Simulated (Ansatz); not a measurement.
# In: pressure against volume, fitted

```
CELL_PARAMETERS angstrom
-1.62615 1.62615 2.47395
1.62615 -1.62615 2.47395
1.62615 1.62615 -2.47395
ATOMIC_POSITIONS crystal
In 0.00000 0.00000 0.00000
```

Conventional cell: a = 3.252 Å, b = 3.252 Å, c = 4.948 Å, α = 90.00°, β = 90.00°, γ = 90.00°. In (atom 1) is surrounded by 12 In at 3.25 to 3.38 Å.

The geometry is COD entry 9017523, unchecked; take it as a test cell.

Spin–orbit coupling is left out, though it moves levels of the heavy atoms by tenths of an eV or more.

Theory: DFT, LDA, all-electron LAPW, scalar-relativistic (Ansatz 0.2.0).

Sampling and basis: a Γ-centred 12×12×14 k mesh, Fermi–Dirac smearing of 0.05 eV, basis error target 1 meV/atom, no spin polarisation; this mesh doesn't keep the crystal's whole symmetry, which leaves small spurious terms.

The cell is scaled evenly. Fractional coordinates are held (clamped ions).

| V (Å³/atom) | P (GPa) |
| --- | --- |
| 24.598 | 0.10 |
| 24.611 | 0.07 |
| 25.121 | -0.90 |
| 25.383 | -1.35 |
| 25.645 | -1.77 |
| 25.906 | -2.17 |
| 26.168 | -2.54 |
| 26.430 | -2.89 |
| 26.691 | -3.21 |
| 26.953 | -3.52 |
| 27.215 | -3.80 |

Fit a third-order Birch–Murnaghan curve to the pressures.

P = (3B0/2)(y^(7/2) − y^(5/2))[1 + (3/4)(B0′ − 4)(y − 1)] with y = (V0/V)^(2/3) fits within 0.01 GPa for V0 = 24.647 Å³/atom, B0 = 49.5 GPa and B0′ = 5.14.

Predict the pressure at the withheld volume, 27.738 Å³/atom.

There y = 0.9242, so the fit gives -4.32 GPa; the run gave -4.32 GPa.
